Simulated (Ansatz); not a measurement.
**Compressing Ge**

These are results of DFT PBEsol, scalar-relativistic, plane waves, PAW in Ansatz, not measurements. Run with 420 eV cutoff, 12×12×6 k-mesh, Gaussian smearing of 0.10 eV, no spin polarisation.

Reference structure (relaxed):

```xyz
4
Lattice="3.9970 0.0000 0.0000 -1.9985 3.4615 0.0000 0.0000 0.0000 6.5964" Properties=species:S:1:pos:R:3 pbc="T T T"
Ge    1.9985    1.1538    0.4150
Ge    0.0000    2.3077    3.7132
Ge    1.9985    1.1538    2.8832
Ge    0.0000    2.3077    6.1814
```

Cell and atoms are relaxed at each pressure within the symmetry of the start, at zero temperature, so transitions that lower the symmetry aren't seen. The k-mesh given is that at zero pressure and may differ at others. a, b and c are the lengths of the cell vectors above.

```tsv
P (GPa)	V (Å³/atom)	V/V0	a (Å)	b (Å)	c (Å)
-2	23.56	1.032	4.040	4.040	6.666
0	22.82	1.000	3.997	3.997	6.596
2	22.19	0.972	3.960	3.960	6.535
5	21.40	0.938	3.911	3.911	6.464
10	20.37	0.893	3.845	3.845	6.365
20	18.88	0.827	3.746	3.746	6.213
40	16.95	0.743	3.608	3.608	6.016
```

**Question.** What bulk modulus and pressure derivative fit these points?

**Answer.** A third-order Birch–Murnaghan fit gives B0 = 68 GPa and B0' = 4.5.

**Question.** Which cell vector or vectors give way most up to 40 GPa?

**Answer.** a and b: the changes are a -9.7 %, b -9.7 %, c -8.8 %.

This form isn't the element's structure at ambient conditions.